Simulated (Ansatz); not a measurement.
BaSnO$_{3}$ (cubic perovskite, Pm-3m) at seven volumes, LDA in the plane-wave PAW code Ansatz, scaled uniformly. One row is withheld.

```tsv
V (Å³/atom)	P (GPa)
12.386	19.67
12.794	11.95
13.202	5.45
13.611	0.00
14.019	-4.57
14.427	-8.38
14.836	?
```

Q: Fit the shown pressures and predict the withheld one.

A: P = (3/2)B₀(x^(7/2) − x^(5/2))[1 + (3/4)(B′ − 4)(x − 1)] with x = (V₀/V)^(2/3). Least squares on the six rows gives V₀ = 13.611 Å³/atom, B₀ = 166 GPa, B′ = 4.85. At V = 14.836, x = 0.9442 and P = -11.61 GPa. The run itself gave -11.55 GPa.

The LDA relaxation kept the symmetry of its start; phonons on a q-mesh show no instability. Scalar-relativistic: spin–orbit coupling is off unless named, which matters more the heavier the elements.

Potentials: the later of the program's two PAW sets.
